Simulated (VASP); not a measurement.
Here is a VASP 6.6.1 calculation.

The input POSCAR:

```
PbO
1.0
    0.0000000000      2.7987768033      2.7671506254
    2.7987768033      0.0000000000      2.7671506254
    2.7987768033      2.7987768033      0.0000000000
Pb O
1 1
Direct
    0.0000000000      0.0000000000      0.0000000000
    0.2500000000      0.2500000000      0.2500000000
```

File INCAR.step1:

```
  ALGO = Normal
  EDIFF = 1E-4
  ENCUT = 520
  GGA = PE
  ISMEAR = 0
  LASPH = T
  LCHARG = F
  LREAL = F
  LWAVE = T
  NBANDS = 17
  NELM = 80
  PREC = Accurate
  SIGMA = 0.01
```

Contents of INCAR.step2:

```
  ALGO = Normal
  EDIFF = 1E-6
  ENCUT = 520
  ISIF = 2
  ISMEAR = 0
  ISTART = 1
  LASPH = T
  LCHARG = F
  LMIXTAU = T
  LREAL = F
  LWAVE = F
  METAGGA = R2SCAN
  NBANDS = 17
  NELM = 80
  PREC = Accurate
  SIGMA = 0.01
```

KPOINTS

```
k-points
0
Gamma
  8 8 8
```

Potentials or basis: VASP PAW PBE potentials, release 64 (Pb_d, O).

Run with:

```bash
$ cat potpaw_PBE.64/Pb_d/POTCAR potpaw_PBE.64/O/POTCAR > POTCAR
$ cp INCAR.step1 INCAR
$ mpirun -np 1 vasp_std > vasp.out
$ cp INCAR.step2 INCAR
$ mpirun -np 1 vasp_std > vasp.out
```

Predict the band gap on the k mesh.

0.56 eV, indirect (least direct gap 0.75 eV).

Estimate the pressure.

1.1 GPa.

Caveat: the PAW data sets were made with another functional, which shifts forces and pressure a little; spin-orbit coupling is left out, which as a rule narrows the gap of such compounds by several tenths of an eV. A k mesh can miss the band edges.
